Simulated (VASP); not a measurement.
## Ca: relaxation of cell and atoms with PBE

Ca:

```
Ca
1.0
    -2.20520    2.20520    2.19611
     2.20520   -2.20520    2.19611
     2.20520    2.20520   -2.19611
Ca
1
Direct
  0.50000 0.50000 0.00000
```

This isn't the form of Ca at room conditions, which is fcc.

```json
{
  "Program": "VASP 6.6.1",
  "Task": "relaxation of cell and atoms",
  "Functional": "PBE",
  "Potentials or basis": "VASP PAW PBE potentials, release 64 (Ca_sv)",
  "Cutoff": "600 eV",
  "k mesh": "9 × 9 × 9",
  "Occupations": "methfessel-paxton, width 0.1 eV",
  "Spin": "collinear spin, twin_end start",
  "Starting moments": "[0.08] μB",
  "Dipole correction": "no",
  "Further INCAR settings": "ALGO = Normal; EDIFF = 1e-06; IBRION = 2; EDIFFG = -0.01; NSW = 60; ISIF = 3"
}
```

```yaml
Relaxed_volume: 42.14 Å³/atom
Relaxed_cell: a = 3.797 Å, b = 3.797 Å, c = 3.797 Å, α = 109.30°, β = 109.30°, γ = 109.81°
Space_group_after_relaxing_to_0.05_Å: Im-3m (No. 229)
Energy_gained_by_relaxing: 0.7 meV/atom
Ionic_steps: 5
Pressure_after_relaxing: 0.0 GPa
Band_gap_on_the_k_mesh: none (metal or under the smearing width)
Net_moment: -0.18 μB per cell
Site_moments: Ca -0.04 μB
Valence_electrons_inside_the_program's_atomic_spheres: Ca 8.08
```

The path:
```
step  energy change (eV)  largest force (eV/Å)  pressure (GPa)  volume (Å³)
   1              0.0000                0.0000           -0.06        42.72
   2             -0.0005                0.0000           -0.18        42.62
   3             -0.0007                0.0000           -0.08        42.34
   4             -0.0006                0.0000            0.14        41.78
   5             -0.0007                0.0000           -0.01        42.14
```

Final structure:
```
Ca
1.0
    -2.19685    2.19685    2.18309
     2.19685   -2.19685    2.18309
     2.19685    2.19685   -2.18309
Ca
1
Direct
  0.50000 0.50000 0.00000
```

Levels at points of the mesh, in eV from the Fermi level:
Spin up:
| k point | band 3 | band 4 | band 5 | band 6 | band 7 | band 8 |
| --- | --- | --- | --- | --- | --- | --- |
| (0.00, 0.00, 0.00) | -22.97 | -22.97 | -4.00 | 2.28 | 2.31 | 2.31 |
Spin down:
```tsv
k point	band 1	band 2	band 3	band 4	band 5	band 6	band 7	band 8	band 9
(0.00, 0.00, 0.00)	-42.09	-23.01	-23.01	-23.01	-4.18	2.24	2.27	2.27	3.28
```

It took 3.9 min on 1 thread of AMD EPYC 7R43 64-Core Processor (Zen 3), on a shared host, peak memory 0.19 GiB.
